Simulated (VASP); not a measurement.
# Settings for WS₂: self-consistent run

WS₂, P6_3/mmc (no. 194), 6 atoms in the cell. PBE; PAW potentials W_sv, S (PBE set). VASP 6.6.1.

Wanted: energy within 0.2 meV/atom; levels at the zone centre within 0.003 eV.

What the run is for: comparing ways to start; Accuracy asked: tight.

Levels at the zone centre: counted from the valence top at that point.

POSCAR:
```
WS2
1.0
    3.1800000000      0.0000000000      0.0000000000
   -1.5900000000      2.7539607840      0.0000000000
    0.0000000000      0.0000000000     12.5000000000
W S
2 4
Direct
    0.6666666667      0.3333333333      0.7500000000
    0.3333333333      0.6666666667      0.2500000000
    0.6666666667      0.3333333333      0.3750000000
    0.3333333333      0.6666666667      0.8750000000
    0.6666666667      0.3333333333      0.1250000000
    0.3333333333      0.6666666667      0.6250000000
```

## How the run starts (with a second run first, the time holds both)

| How the run starts (with a second run first, the time holds both) | Energy less reference (meV/atom) | Levels at the zone centre, largest deviation (eV) | Time (s) |
|---|---|---|---|
| from scratch: 15 SCF iterations | 0.00 | 0.0000 | 46 |
| orbitals of a nearby geometry (ISTART 1): 15 + 11 SCF iterations | 0.00 | 0.0001 | 80 |
| orbitals and density of a nearby geometry: 15 + 9 SCF iterations | 0.00 | 0.0002 | 72 |
| density of a nearby geometry (ICHARG 1): 15 + 13 SCF iterations | 0.00 | 0.0001 | 78 |
| orbitals in the old basis (ISTART 2), symmetry off: 15 + 11 SCF iterations | -0.13 | 0.0001 | 237 |

## Question

For each series: keep the first row unless others stay within half of the tolerance and take at least 30 % less time, and then take the fastest.

## Answer

- How the run starts (with a second run first, the time holds both): from scratch: 15 SCF iterations

The chosen settings are those of the reference run.

Values of the reference run: Levels at the zone centre: -1.08, 0, 2.257 eV from the valence top at Gamma.

## The input

INCAR:
```
  ALGO = Normal
  EDIFF = 1E-6
  EFERMI = MIDGAP
  ENCUT = 400
  GGA = PE
  GGA_COMPAT = F
  ISIF = 2
  ISMEAR = 0
  LASPH = T
  LCHARG = F
  LREAL = F
  LWAVE = F
  NELM = 120
  PREC = Accurate
  SIGMA = 0.03
```

KPOINTS:
```
k-points
0
Gamma
  9 9 2
```

Commands:
```
cat potpaw_PBE.64/W_sv/POTCAR potpaw_PBE.64/S/POTCAR > POTCAR
mpirun -np 1 vasp_std > vasp.out
```

The chosen input took VASP 6.6.1 46 s on 1 core (AMD EPYC 9R45 (Zen 5)), a shared host.

## An input that fails: restart asked without its files

VASP's message: ERROR: charge density could not be read from file CHGCAR for ICHARG>10.

Changes against the starting input:
```
- NELM = 120
+ NELM = 60
+ ICHARG = 11
```
